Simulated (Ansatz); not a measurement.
Method: DFT PBE, scalar-relativistic, plane waves, PAW in Ansatz. Settings: cutoff 420 eV, Γ-centred meshes spaced at most about 0.3 Å⁻¹, and about 0.25 Å⁻¹ or finer for metals (2π included), Gaussian smearing. No spin polarisation.

These are static total energies at zero pressure.

Compare these two cells of Al7N, each relaxed at this level.

A.

Space group R-3:H (No. 148). a = 7.584 Å, b = 7.584 Å, c = 7.191 Å, α = 90.00°, β = 90.00°, γ = 120.00°
```csv
atom,site,symmetry,x,y,z
Al,18f,1,0.5728,0.7128,0.4951
Al,3b,-3.,0.0000,0.0000,0.5000
N,3a,-3.,0.0000,0.0000,0.0000
```

B.

Space group R-3m:H (No. 166). a = 2.896 Å, b = 2.896 Å, c = 48.310 Å, α = 90.00°, β = 90.00°, γ = 120.00°
```csv
atom,site,symmetry,x,y,z
Al,6c,3m,0.0000,0.0000,0.9279
Al,6c,3m,0.3333,0.6667,0.8810
Al,6c,3m,0.6667,0.3333,0.6918
Al,3b,-3m,0.6667,0.3333,0.8333
N,3a,-3m,0.0000,0.0000,0.0000
```

Task: Which form is favoured at zero pressure, and by what margin per atom?

Result: B is lower, by 122 meV/atom. A has space group R-3 (No. 148), 14.9 Å³/atom and no gap on its mesh; B has space group R-3m (No. 166), 14.6 Å³/atom and no gap. Counting Al atoms around N (those within 1.25 times the shortest such distance or 1.15 times the sum of covalent radii), A and B both have N 6. Both come from invented guesses. The lowest form computed isn't among them: it has space group R3m (No. 160), 15.6 Å³/atom and lies 56 meV/atom below the best shown.

Cells relaxed within their symmetry can be saddle points. Some types were kept out of the candidates beforehand, so the set may lack a known form.

B is favoured over A by 122 meV/atom, although N has six Al neighbours in both, so the coordination number can't explain the preference. The coordinates show that both cells are fcc-like Al with N in octahedral holes, and they differ in how the N is distributed. In A it is dispersed, and every Al except the 3b site borders a nitrogen. In B it fills whole planes between thick Al slabs, so the polar Al–N bonding is confined to a few layers and most of the Al keeps a nearly metallic environment. This probably accounts for most of B's advantage.

The preference for segregation fits the very low solubility of nitrogen in solid aluminium and the tendency to form AlN. Since AlN normally has tetrahedral coordination, octahedral N is probably a handicap in both cells. The lower-lying, roomier R3m form may relieve it, though its coordination isn't given. B's advantage over A doesn't establish stability against separation into Al and AlN, which would be the expected outcome at this composition.
